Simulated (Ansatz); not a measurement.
HgTe in Ansatz: the effect of functional

The system is HgTe.

```xyz
2
Lattice="-3.0658 3.0658 1.5697 3.0658 -3.0658 1.5697 3.0658 3.0658 -1.5697" Properties=species:S:1:pos:R:3 pbc="T T T"
Hg    0.0000    3.0658    0.7849
Te    0.0000    0.0000    0.0000
```

Measurements of this composition are mostly on another form, of space group No. 216.

The cell isn't the ideal one: volume scaled by 1.02.

Alike in all runs:

| Item | Value |
| --- | --- |
| Program | Ansatz 0.2.0 |
| Task | single point |
| Potentials or basis | Ansatz PAW |
| k mesh | 10 × 10 × 10 |
| Occupations | fermi-dirac, width 0.05 eV |
| Spin | no spin polarisation |

```csv
functional,cutoff,pressure (GPa)
LDA,420 eV (not typed: the program's choice for these potentials),-5.5
PBEsol,420 eV (not typed: the program's choice for these potentials),-4.0
r2SCAN,500 eV (not typed: the program's choice for these potentials),?
```

Problem. What does the run with functional r2SCAN give?

Solution. Pressure -1.9 GPa.

Caveats: the PAW data sets come from PBE, with cores solved anew for the run's functional, which leaves a small shift of forces and pressure.
